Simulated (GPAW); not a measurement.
Set up this calculation in GPAW 26.7.0, as an ASE script.

| Property | Result |
| --- | --- |
| Task | single point |
| Functional | PBE |
| Potentials or basis | GPAW PAW data sets (gpaw-data 1.2.1) |
| Cutoff | 600 eV |
| Basis | pw |
| k mesh | 13 × 13 × 13 |
| Occupations | gaussian, width 0.05 eV |
| Spin | no spin polarisation |
| Maxiter | 150 |

The structure of Si lies in Si.xyz:

```xyz
1
Lattice="-1.6269149300 1.6269149300 1.3203298500 1.6269149300 -1.6269149300 1.3203298500 1.6269149300 1.6269149300 -1.3203298500" Properties=species:S:1:pos:R:3 pbc="T T T"
Si     0.0000000000      0.0000000000      0.0000000000
```

This isn't the form of Si at room conditions, which is diamond.

These files were run (other wordings do the same):

run.py

```python
from ase.dft.bandgap import bandgap
from ase.io import read, write
from ase.units import Bohr, GPa
from gpaw import GPAW, PW
from gpaw.elf import elf_from_dft_calculation

atoms = read('Si.xyz')

calc = GPAW(mode=PW(600),
            xc='PBE',
            kpts={'size': (13, 13, 13), 'gamma': True},
            occupations={'name': 'methfessel-paxton', 'order': 0, 'width': 0.05},
            nbands=8,
            convergence={'density': 1e-05, 'energy': 1e-05},
            maxiter=150,
            txt='gpaw.txt')
atoms.calc = calc
energy = atoms.get_potential_energy()
forces = atoms.get_forces()
stress = atoms.get_stress()
calc.write('gs.gpw')
write('result.traj', atoms)
print(f'Energy: {energy:.6f} eV')
print('Forces (eV/A):')
print(forces.round(4))
print('Stress (GPa):', (stress / GPa).round(3))
print('Fermi level:', round(calc.get_fermi_level(), 4), 'eV')
print(f'Gap: {bandgap(calc)[0]:.4f} eV, direct: {bandgap(calc, direct=True)[0]:.4f} eV')

# fields on the real-space grid
write('density.cube', atoms, data=calc.get_pseudo_density() * Bohr**3)
write('potential.cube', atoms, data=calc.get_electrostatic_potential())
write('elf.cube', atoms, data=elf_from_dft_calculation(calc).data)
```

Potentials or basis: GPAW PAW data sets (gpaw-data 1.2.1), pw.

Command:

```sh
$ OMP_NUM_THREADS=1 python run.py
```

It gave:

| Property | Result |
| --- | --- |
| Pressure | 4.1 GPa |
| Band gap on the k mesh | none (metal or under the smearing width) |

Wall time 4.7 s on 1 thread of AMD EPYC 9R45 96-Core Processor (Zen 5) (shared host), peak memory 0.15 GiB.
